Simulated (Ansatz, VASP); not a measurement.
# One calculation of Al, two programs

The input INCAR:

```
SYSTEM = Al
ALGO     = Normal         ! electronic algorithm
EDIFF    = 1E-7           ! SCF threshold, eV
ENCUT    = 520            ! plane-wave cutoff, eV
GGA      = RP             ! functional
ISIF     = 2              ! what is computed and relaxed
ISMEAR   = -1             ! smearing method
LASPH    = .TRUE.         ! aspherical terms in the spheres
LCHARG   = .TRUE.         ! write CHGCAR
LELF     = .TRUE.         ! ELF
LREAL    = .FALSE.        ! projectors in reciprocal space
LVHAR    = .TRUE.       
LWAVE    = .FALSE.        ! write WAVECAR
NBANDS   = 12             ! bands
NELM     = 60             ! most SCF steps
PREC     = Accurate       ! precision mode
SIGMA    = 0.1            ! smearing width, eV
```

The input KPOINTS:

```
k-points
0
G
  9 9 12
  0 0 0
```

Contents of POSCAR:

```
Al
1.0
    4.4852353217      0.0000000000      0.0000000000
   -2.2426176608      3.8843277305      0.0000000000
    0.0000000000      0.0000000000      2.7768690378
Al
3
Direct
    1.0000000000      0.0000000000      0.0000000000
    0.3333333333      0.6666666667      0.5000000000
    0.6666666667      0.3333333333      0.5000000000
```

Input for Ansatz:

```yaml
crystal:
  lattice:
    - [4.4852353217, 0.0, 0.0]
    - [-2.2426176608, 3.8843277305, 0.0]
    - [0.0, 0.0, 2.7768690378]
  atoms:
    - { symbol: Al, position: [1.0, 0.0, 0.0] }
    - { symbol: Al, position: [0.3333333333, 0.6666666667, 0.5] }
    - { symbol: Al, position: [0.6666666667, 0.3333333333, 0.5] }
hamiltonian:
  xc: rpbe
  pseudopotentials:
    kind: paw
    azcp:
      Al: "pseudopotentials/Al.paw.azcp"
basis:
  ecutwfc: 420
  fft_grid_basis: typed
kpoints:
  mp_grid: { grid: [9, 9, 12], shift: [0, 0, 0] }
magnetization:
  spin_polarized: false
scf:
  occupations: { method: fermi_dirac, width: 0.1 }
  lower_state_search: "off"
output:
  stress: true
```

Alike in both runs: task single point; functional RPBE; k mesh 9 × 9 × 12; occupations fermi-dirac, width 0.1 eV; no spin polarisation.

```csv
,VASP,Ansatz
version,VASP 6.6.1,Ansatz 0.2.0
potentials or method,"VASP PAW PBE potentials, release 64 (Al)","plane waves (420 eV) with PAW, scalar-relativistic"
plane-wave cutoff (eV),520,420
valence electrons in the cell,9,9
```

|  | VASP | Ansatz | Ansatz less VASP |
| --- | --- | --- | --- |
| pressure (GPa) | 6.5 | 6.7 | +0.19 |
| largest component of the traceless stress (GPa) | 1.85 | 1.87 | +0.021 |

Caveats: the PAW data sets were made with another functional, which shifts forces and pressure a little (VASP).
